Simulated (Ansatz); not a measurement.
Rocksalt KBr, relaxed with r2SCAN in Ansatz 0.2.0. It is cubic, Fm-3m (No. 225); a = 6.604 Å in the conventional setting, 36.01 Å³ an atom. Around K lie 6 Br at 3.30 Å; around Br lie 6 K at 3.30 Å.

The axes x, y and z are those of this cell:
```xyz
2
Lattice="0.0000 3.3022 3.3022 3.3022 0.0000 3.3022 3.3022 3.3022 0.0000" Properties=species:S:1:pos:R:3 pbc="T T T"
K     0.0000    0.0000    0.0000
Br    3.3022    3.3022    3.3022
```

Unstrained: The PBE gap is direct at Γ: 4.430 eV. The r2SCAN gap is direct at Γ: 5.071 eV. HSE06 gives a direct gap of 5.596 eV at Γ. Meshes: PBE 6×6×6, r2SCAN 6×6×6, HSE06 4×4×4. Strains are changes of length per length, and xy shears are angles. After each strain the atoms were relaxed again with r2SCAN within the symmetry that the strain leaves, so tilts or polar shifts that break it weren't tested; points keep the names that they have in the unstrained zone. (Simulation; spin polarisation is off.)

**Question.** Estimate what xy shear, engineering strain (angle) +0.86 % does to the gap.

**Answer.** PBE: the gap goes from 4.430 to 4.420 eV (-0.010 eV); with r2SCAN the top three valence levels at Γ, degenerate before, become 1+1+1 from the top over 19 meV. r2SCAN: the gap goes from 5.071 to 5.061 eV (-0.010 eV). HSE06: the gap goes from 5.596 to 5.586 eV (-0.010 eV). The r2SCAN energy rises by 0.0 meV an atom.

**Question.** Apply epitaxial +2.66 % in the xy plane, free normal strain -0.56 %. How far does the gap move, against the unstrained cell?

**Answer.** PBE: the gap goes from 4.430 to 4.300 eV (-0.130 eV); with r2SCAN the top three valence levels at Γ, degenerate before, become 1+2 from the top over 12 meV. r2SCAN: the gap goes from 5.071 to 4.932 eV (-0.139 eV). HSE06: the gap goes from 5.596 to 5.457 eV (-0.139 eV). The r2SCAN energy rises by 5.7 meV an atom.

**Question.** One strain changed the r2SCAN stress by xx -0.50, yy -0.50, zz -0.50, xy +0.24, xz +0.24, yz +0.24 GPa (compression positive) and the gap by -0.204 eV (PBE), -0.211 eV (r2SCAN), -0.215 eV (HSE06). Which kind of strain was it, and roughly how large?

**Answer.** Epitaxial +3.62 % in the plane normal to [111], free normal strain -3.93 %. The pattern of the stress gives the kind; the size needs the stiffness, so it is an estimate.

The runs are scalar-relativistic, without spin-orbit coupling.

The meshes of the hybrids are coarse, so their gaps aren't converged to the digits shown.

The splittings at Γ are without spin-orbit coupling, which regroups them where it is of like size or larger.
